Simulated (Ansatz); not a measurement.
**Localised basis functions on 1/2<110> screw dislocation dipole in Si (shuffle set) (120 atoms)**

Wanted: errors and times of a linear-scaling basis for 1/2<110> screw dislocation dipole in Si (shuffle set) (120 atoms). A setting counts as converged where the r.m.s. difference of forces stays under 1 % of the r.m.s. force.

Program: Ansatz 0.2.0. Level of theory: Kohn-Sham DFT, PBE, PAW (set soft_2), plane waves. Results are calculated unless marked as measured.

Most raw output is cut from this account.

### Step 1. The starting structure

The cell holds 120 atoms: 120 Si. Cell: a = 33.258 Å, b = 18.911 Å, c = 3.840 Å, α = 95.8°, β = 90.0°, γ = 90.0°. It derives from Si (diamond-structure). Diamond-structure Si (a = 5.431 Å), x, y, z along [11-2], [111], [1-10], 5 x 2 x 1 period; two opposite 1/2<110> screw dislocations along z, half a cell apart on one glide plane, laid by the isotropic elastic field summed over images, cell tilted by half the Burgers vector; minimised with a classical potential.

Limits known from the start: The cell is under 6 Å thick along one periodic direction, so every atom has periodic images of itself close by, which move with it and show among its neighbours and in g(r). The host structure and its lattice constant were typed by rule, without a check against the phase diagram.

### Step 2. Plane-wave single point

The first run fixes the reference, at a cutoff of 420 eV.

input.yaml

```yaml
crystal:
  lattice:
    - [33.25795, 0.0, 0.0]
    - [0.0, 18.91127, 0.0]
    - [0.0, -0.38992, 3.82045]
  atoms:
    - { symbol: Si, position: [0.8997, 0.0002, 0.7004] }
    - { symbol: Si, position: [0.89987, 0.12545, 0.7363] }
    - { symbol: Si, position: [0.96659, 0.16705, 0.728] }
    - { symbol: Si, position: [0.96681, 0.29199, 0.74314] }
    - { symbol: Si, position: [0.79996, 0.99975, 0.19474] }
    - { symbol: Si, position: [0.80004, 0.12525, 0.25749] }
    - { symbol: Si, position: [0.8666, 0.16772, 0.25778] }
    - { symbol: Si, position: [0.86677, 0.29311, 0.30411] }
    - { symbol: Si, position: [0.93346, 0.33442, 0.26298] }
    - { symbol: Si, position: [0.93395, 0.45927, 0.25174] }
    - { symbol: Si, position: [0.70013, 0.99955, 0.67335] }
    - { symbol: Si, position: [0.7003, 0.1248, 0.76271] }
    - { symbol: Si, position: [0.7668, 0.16765, 0.78122] }
    - { symbol: Si, position: [0.7669, 0.29315, 0.86466] }
    - { symbol: Si, position: [0.83334, 0.33553, 0.83062] }
    - { symbol: Si, position: [0.83448, 0.46139, 0.88761] }
    - { symbol: Si, position: [0.90029, 0.50189, 0.76912] }
    - { symbol: Si, position: [0.90111, 0.62215, 0.6185] }
    - { symbol: Si, position: [0.96687, 0.66704, 0.66971] }
    - { symbol: Si, position: [0.96644, 0.79155, 0.65264] }
    - { symbol: Si, position: [0.6, 0.99988, 0.1465] }
    - { symbol: Si, position: [0.60026, 0.1248, 0.25238] }
    - { symbol: Si, position: [0.66696, 0.16679, 0.28718] }
    - { symbol: Si, position: [0.66715, 0.29185, 0.39506] }
    - { symbol: Si, position: [0.7335, 0.33558, 0.39472] }
    - { symbol: Si, position: [0.73322, 0.4609, 0.51625] }
    - { symbol: Si, position: [0.79821, 0.50815, 0.42872] }
    - { symbol: Si, position: [0.80179, 0.61685, 0.98307] }
    - { symbol: Si, position: [0.86678, 0.6641, 0.11786] }
    - { symbol: Si, position: [0.8665, 0.78942, 0.12164] }
    - { symbol: Si, position: [0.93285, 0.83315, 0.16571] }
    - { symbol: Si, position: [0.93304, 0.95821, 0.18289] }
    - { symbol: Si, position: [0.49974, 0.0002, 0.62551] }
    - { symbol: Si, position: [0.5, 0.12512, 0.7314] }
    - { symbol: Si, position: [0.56679, 0.1665, 0.77656] }
    - { symbol: Si, position: [0.56696, 0.29126, 0.89365] }
    - { symbol: Si, position: [0.63356, 0.33345, 0.92359] }
    - { symbol: Si, position: [0.63313, 0.45796, 0.06517] }
    - { symbol: Si, position: [0.69889, 0.50286, 0.05885] }
    - { symbol: Si, position: [0.69971, 0.62311, 0.32974] }
    - { symbol: Si, position: [0.76552, 0.66361, 0.48872] }
    - { symbol: Si, position: [0.76666, 0.78947, 0.5576] }
    - { symbol: Si, position: [0.8331, 0.83185, 0.63401] }
    - { symbol: Si, position: [0.8332, 0.95735, 0.67607] }
    - { symbol: Si, position: [0.3997, 0.0002, 0.11519] }
    - { symbol: Si, position: [0.39987, 0.12545, 0.20455] }
    - { symbol: Si, position: [0.46659, 0.16705, 0.25444] }
    - { symbol: Si, position: [0.46681, 0.29199, 0.36424] }
    - { symbol: Si, position: [0.53354, 0.33327, 0.41985] }
    - { symbol: Si, position: [0.53352, 0.45775, 0.56435] }
    - { symbol: Si, position: [0.5998, 0.50043, 0.59858] }
    - { symbol: Si, position: [0.5996, 0.62426, 0.78405] }
    - { symbol: Si, position: [0.66605, 0.66573, 0.85497] }
    - { symbol: Si, position: [0.66654, 0.79058, 0.99107] }
    - { symbol: Si, position: [0.73323, 0.83189, 0.0735] }
    - { symbol: Si, position: [0.7334, 0.95728, 0.15256] }
    - { symbol: Si, position: [0.29996, 0.99975, 0.6204] }
    - { symbol: Si, position: [0.30004, 0.12525, 0.68316] }
    - { symbol: Si, position: [0.3666, 0.16772, 0.72534] }
    - { symbol: Si, position: [0.36677, 0.29311, 0.8044] }
    - { symbol: Si, position: [0.43346, 0.33442, 0.88683] }
    - { symbol: Si, position: [0.43395, 0.45927, 0.02292] }
    - { symbol: Si, position: [0.5004, 0.50074, 0.09385] }
    - { symbol: Si, position: [0.5002, 0.62457, 0.27932] }
    - { symbol: Si, position: [0.56648, 0.66725, 0.31355] }
    - { symbol: Si, position: [0.56646, 0.79173, 0.45805] }
    - { symbol: Si, position: [0.63319, 0.83301, 0.51366] }
    - { symbol: Si, position: [0.63341, 0.95795, 0.62346] }
    - { symbol: Si, position: [0.20013, 0.99955, 0.14159] }
    - { symbol: Si, position: [0.2003, 0.1248, 0.17749] }
    - { symbol: Si, position: [0.2668, 0.16765, 0.20183] }
    - { symbol: Si, position: [0.2669, 0.29315, 0.24388] }
    - { symbol: Si, position: [0.33334, 0.33553, 0.3203] }
    - { symbol: Si, position: [0.33448, 0.46139, 0.38917] }
    - { symbol: Si, position: [0.40029, 0.50189, 0.54816] }
    - { symbol: Si, position: [0.40111, 0.62215, 0.81904] }
    - { symbol: Si, position: [0.46687, 0.66704, 0.81273] }
    - { symbol: Si, position: [0.46644, 0.79155, 0.9543] }
    [... 36 atom lines left out ...]
    - { symbol: Si, position: [0.06648, 0.66725, 0.16909] }
    - { symbol: Si, position: [0.06646, 0.79173, 0.14907] }
    - { symbol: Si, position: [0.13319, 0.83301, 0.13475] }
    - { symbol: Si, position: [0.13341, 0.95795, 0.14989] }
    - { symbol: Si, position: [0.03304, 0.83374, 0.66489] }
    - { symbol: Si, position: [0.03321, 0.9585, 0.67256] }
kpoints:
  mp_grid: { grid: [1, 1, 4] }
hamiltonian:
  xc: pbe
scf:
  occupations: { method: gaussian, width: 0.025 }
output:
  forces: true
  stress: true
  populations: true
  dos:
    method: { smearing: { sigma: 0.1 } }
    de: 0.1
    projected: { site_lists: { Si: [Si] } }
  eigenvalues: true
  write_density: true
  write_potential: true
  volumetric_format: npy
```

On the command line:

```sh
$ ansatz run input.yaml --threads 4 --pin off --max-ram 8192MiB --backend cpu --events-out ev --progress --plain --runs-dir out
```

Elapsed: 3.7 min, on 4 threads of Arm Neoverse V1, shared host; peak memory 6.1 GiB; 14 min of CPU time.

The program notes that it cut back its work space to fit the memory limit and positions were snapped to a detected symmetry. Further notices: symmetry narrowed by mesh.

The run gave:

| Property | Result |
| --- | --- |
| free energy | -76286.7662 eV |
| free energy per atom | -635.7231 eV/atom |
| SCF cycles | 7 |
| pressure | 1.192 GPa |
| r.m.s. force component | 0.09716 eV/Å |
| longest force | 0.6105 eV/Å |
| Fermi energy | 6.446 eV |
| levels partly filled by over 2 per cent | 2 |
| spilling of the projection | 0.009714 |

The r.m.s. force component of 0.097 eV/Å sets the scale for the differences below.

### Step 3. Support functions medium

With localised support functions most steps grow linearly with size, though the diagonalisation grows faster unless the density matrix is cut; this run measures error and cost at this size. The level medium gives here a grid of 144×90×18 points and a radius of 4.06 Å.

This step: Kohn-Sham DFT, PBE, PAW (set soft_2), localised support functions (medium) (Ansatz 0.2.0).

input.yaml, the sections that differ from step 2:

```yaml
scf:
  occupations: { method: gaussian, width: 0.025 }
  eigensolver: { kind: { support_functions: { accuracy: medium } } }
  max_iter: 150
output:
  forces: true
  eigenvalues: true
# crystal, kpoints, hamiltonian: as in step 2
```

Run time: 1.8 min. Hardware: 4 threads; peak memory 3.6 GiB; 7.3 min of CPU time.

The program notes that the band table was not solved further than the SCF left it and it switched symmetry off.

Keys that differ from the reference: support_functions.accuracy = "medium" and scf.max_iter = 150.

Forces differ from the reference by 0.28 meV/Å r.m.s., 0.29 % of their size, well within a tolerance of 1 %; the energy by -0.23 meV/atom. The two runs also began from different starting densities, which bears on cycles and time.

### Step 4. Support functions low

The level low is asked for. Here it resolves to the same grid and radius as in the run with support functions medium, so the basis is not new.

This step: Kohn-Sham DFT, PBE, PAW (set soft_2), localised support functions (low) (Ansatz 0.2.0).

input.yaml, the sections that differ from step 3:

```yaml
scf:
  occupations: { method: gaussian, width: 0.025 }
  eigensolver: { kind: { support_functions: { accuracy: low } } }
  max_iter: 150
# crystal, kpoints, hamiltonian, output: as in step 3
```

The job ended after 1.7 min (4 threads; peak memory 3.6 GiB).

Keys that differ from the reference: support_functions.accuracy = "low" and scf.max_iter = 150.

Forces differ from the reference by 0.28 meV/Å r.m.s., 0.29 % of their size, well within a tolerance of 1 %; the energy by -0.23 meV/atom. The two runs also began from different starting densities, which bears on cycles and time.

### Step 5. Support functions high

The cell is solved in localised support functions. The level high gives here a grid of 162×90×18 points and a radius of 4.86 Å.

This step: Kohn-Sham DFT, PBE, PAW (set soft_2), localised support functions (high) (Ansatz 0.2.0).

input.yaml, the sections that differ from step 4:

```yaml
scf:
  occupations: { method: gaussian, width: 0.025 }
  eigensolver: { kind: { support_functions: { accuracy: high } } }
  max_iter: 150
# crystal, kpoints, hamiltonian, output: as in step 4
```

It took 5.7 min on 4 threads; peak memory 5.2 GiB; 22 min of CPU time.

Keys that differ from the reference: support_functions.accuracy = "high" and scf.max_iter = 150.

Forces differ from the reference by 0.18 meV/Å r.m.s., 0.18 % of their size, well within a tolerance of 1 %; the energy by -0.29 meV/atom. It took 5.7 min and 14 cycles; the reference's time can't be set against it, since the two runs asked for unlike analyses. The two runs also began from different starting densities, which bears on cycles and time.

### Step 6. Support functions medium, radius 3.94 Å

The radius confines each support function; a larger one gives more freedom and more work per atom.

This step: Kohn-Sham DFT, PBE, PAW (set soft_2), localised support functions (medium) (Ansatz 0.2.0).

input.yaml, the sections that differ from step 5:

```yaml
scf:
  occupations: { method: gaussian, width: 0.025 }
  eigensolver: { kind: { support_functions: { accuracy: medium, radius: 3.94 } } }
  max_iter: 150
# crystal, kpoints, hamiltonian, output: as in step 5
```

It took 1.7 min on 4 threads; peak memory 3.4 GiB; 6.8 min of CPU time.

Keys that differ from the reference: support_functions.accuracy = "medium", support_functions.radius = 3.94 and scf.max_iter = 150.

Forces differ from the reference by 0.32 meV/Å r.m.s., 0.33 % of their size, within a tolerance of 1 %; the energy by -0.22 meV/atom. The two runs also began from different starting densities, which bears on cycles and time.

### Step 7. Support functions medium, radius 4.26 Å

input.yaml, the sections that differ from step 6:

```yaml
scf:
  occupations: { method: gaussian, width: 0.025 }
  eigensolver: { kind: { support_functions: { accuracy: medium, radius: 4.26 } } }
  max_iter: 150
# crystal, kpoints, hamiltonian, output: as in step 6
```

Wall time 2 min (4 threads); peak memory 3.9 GiB.

Keys that differ from the reference: support_functions.accuracy = "medium", support_functions.radius = 4.26 and scf.max_iter = 150.

Forces differ from the reference by 0.22 meV/Å r.m.s., 0.23 % of their size, well within a tolerance of 1 %; the energy by -0.23 meV/atom. The two runs also began from different starting densities, which bears on cycles and time.

### Step 8. Support functions medium, radius 4.55 Å

input.yaml, the sections that differ from step 7:

```yaml
scf:
  occupations: { method: gaussian, width: 0.025 }
  eigensolver: { kind: { support_functions: { accuracy: medium, radius: 4.55 } } }
  max_iter: 150
# crystal, kpoints, hamiltonian, output: as in step 7
```

Run time: 2.7 min. Hardware: 4 threads; peak memory 4.3 GiB.

Keys that differ from the reference: support_functions.accuracy = "medium", support_functions.radius = 4.55 and scf.max_iter = 150.

Forces differ from the reference by 0.19 meV/Å r.m.s., 0.20 % of their size, well within a tolerance of 1 %; the energy by -0.23 meV/atom. The two runs also began from different starting densities, which bears on cycles and time.

### Step 9. Support functions medium, radius 4.87 Å

input.yaml, the sections that differ from step 8:

```yaml
scf:
  occupations: { method: gaussian, width: 0.025 }
  eigensolver: { kind: { support_functions: { accuracy: medium, radius: 4.87 } } }
  max_iter: 150
# crystal, kpoints, hamiltonian, output: as in step 8
```

Run time: 3.1 min. Hardware: 4 threads; peak memory 4.7 GiB; 12 min of CPU time.

Keys that differ from the reference: support_functions.accuracy = "medium", support_functions.radius = 4.87 and scf.max_iter = 150.

Forces differ from the reference by 0.18 meV/Å r.m.s., 0.19 % of their size, well within a tolerance of 1 %; the energy by -0.23 meV/atom. The two runs also began from different starting densities, which bears on cycles and time.

### Step 10. Support functions medium, radius 5.48 Å

input.yaml, the sections that differ from step 9:

```yaml
scf:
  occupations: { method: gaussian, width: 0.025 }
  eigensolver: { kind: { support_functions: { accuracy: medium, radius: 5.48 } } }
  max_iter: 150
# crystal, kpoints, hamiltonian, output: as in step 9
```

Elapsed: 4.5 min, on 4 threads; peak memory 5.7 GiB.

Keys that differ from the reference: support_functions.accuracy = "medium", support_functions.radius = 5.48 and scf.max_iter = 150.

Forces differ from the reference by 0.18 meV/Å r.m.s., 0.19 % of their size, well within a tolerance of 1 %; the energy by -0.23 meV/atom. The two runs also began from different starting densities, which bears on cycles and time.

### Step 11. Support functions medium, radius 6.09 Å

input.yaml, the sections that differ from step 10:

```yaml
scf:
  occupations: { method: gaussian, width: 0.025 }
  eigensolver: { kind: { support_functions: { accuracy: medium, radius: 6.09 } } }
  max_iter: 150
# crystal, kpoints, hamiltonian, output: as in step 10
```

The job ended after 6.8 min (4 threads; peak memory 7 GiB).

Keys that differ from the reference: support_functions.accuracy = "medium", support_functions.radius = 6.09 and scf.max_iter = 150.

Forces differ from the reference by 0.18 meV/Å r.m.s., 0.18 % of their size, well within a tolerance of 1 %; the energy by -0.23 meV/atom. It took 6.8 min and 9 cycles; the reference's time can't be set against it, since the two runs asked for unlike analyses. The two runs also began from different starting densities, which bears on cycles and time.

### Step 12. Support functions medium, radius 3.45 Å

input.yaml, the sections that differ from step 11:

```yaml
scf:
  occupations: { method: gaussian, width: 0.025 }
  eigensolver: { kind: { support_functions: { accuracy: medium, radius: 3.45 } } }
  max_iter: 150
# crystal, kpoints, hamiltonian, output: as in step 11
```

It took 0.58 s on 4 threads; peak memory 0.25 GiB.

The program refuses radii under 3.86 Å for these atoms at this level.

### Step 13. A changed input

The input is spoilt on purpose; the run shows how that looks.

This step: Kohn-Sham DFT, PBE, PAW (set soft_2), plane waves (Ansatz 0.2.0).

input.yaml, the sections that differ from step 12:

```yaml
scf:
  occupations: { method: gaussian, width: 0.025 }
  max_iter: 75
output:
  forces: true
basis:
  ecutrho_ratio: 1
# crystal, kpoints, hamiltonian: as in step 12
```

It took 2.2 min on 4 threads; peak memory 6.4 GiB; 8.4 min of CPU time.

The program notes that the cutoff lies under the one recommended for these potentials.

The SCF closed, but on a changed input, so its numbers are not taken as the system's.

The change made on purpose: basis.ecutrho_ratio = 1.

How far it lies from the reference, the plane-wave single point:

| Item | Value |
| --- | --- |
| r.m.s. difference of force components | 2.161 meV/Å |
| longest difference of force vectors | 6.706 meV/Å |
| force difference over r.m.s. force | 2.224 % |

### Step 14. All settings compared

Each row is set against the plane-wave reference (Kohn-Sham DFT, PBE, PAW (set soft_2), plane waves; r.m.s. force component 0.0972 eV/Å). Energies are set beside the reference only for runs with its functional, potentials and electron count. Times are for 4 threads of Arm Neoverse V1, shared host. The reference's time includes the DOS, the stress and grids, which some other runs skip.

| run | Δ force, r.m.s. (meV/Å) | share of r.m.s. force (%) | Δ energy (meV/atom) | cycles | time | host memory (GiB) |
| --- | --- | --- | --- | --- | --- | --- |
| reference | - | - | - | 7 | 3.7 min | 6.1 |
| support functions medium | 0.284 | 0.292 | -0.227 | 9 | 1.8 min | 3.6 |
| support functions low | 0.284 | 0.292 | -0.227 | 9 | 1.7 min | 3.6 |
| support functions high | 0.176 | 0.181 | -0.285 | 14 | 5.7 min | 5.2 |
| support functions medium, radius 3.94 Å | 0.317 | 0.326 | -0.224 | 9 | 1.7 min | 3.4 |
| support functions medium, radius 4.26 Å | 0.221 | 0.228 | -0.229 | 9 | 2 min | 3.9 |
| support functions medium, radius 4.55 Å | 0.193 | 0.199 | -0.231 | 9 | 2.7 min | 4.3 |
| support functions medium, radius 4.87 Å | 0.183 | 0.188 | -0.232 | 9 | 3.1 min | 4.7 |
| support functions medium, radius 5.48 Å | 0.181 | 0.186 | -0.233 | 9 | 4.5 min | 5.7 |
| support functions medium, radius 6.09 Å | 0.179 | 0.185 | -0.233 | 9 | 6.8 min | 7.0 |

(Continued in part 2 of 2.)

[Logs are printed without paths, hosts, clocks, repeated set-up lines and the standing remarks that a program may print on its own settings, such as how far it seeks lower states.]

[Hosts, paths, dates, database ids (printed as entryN), source tags and the programs' standing remarks are cut or masked in the printed files.]
